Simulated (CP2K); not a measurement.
The system is TaN.

```xyz
2
Lattice="2.9380 0.0000 0.0000 -1.4690 2.5444 0.0000 0.0000 0.0000 2.8830" Properties=species:S:1:pos:R:3 pbc="T T T"
Ta    0.0000    0.0000    1.4415
N     1.4690    0.8481    0.0000
```

Base run:

- Program: CP2K 2026.2
- Functional: TASK
- Potentials or basis: POTENTIAL_UZH Ta GTH-SCAN-q13, N GTH-SCAN-q5; TZVP-MOLOPT-SCAN-GTH basis
- Density cutoff: 9184 eV
- k mesh: 10 × 10 × 9
- Occupations: fermi-dirac, width 0.0259 eV
- Spin: no spin polarisation

Its results: band gap on the k mesh none (metal or under the smearing width); pressure 1.1 GPa.

The run is repeated on the same cell with these changes: functional from TASK to r2SCAN; occupations from fermi-dirac, width 0.0259 eV to fermi-dirac, width 0.05 eV. What comes out?

Band gap on the k mesh none (metal or under the smearing width); pressure -5.4 GPa.

Caveats: spin-orbit coupling is left out, which moves the levels of the heavy elements; the basis of atomic orbitals isn't converged, which shifts pressures, moduli and gaps; the potentials were made for another functional, which shifts forces and pressure (some runs).
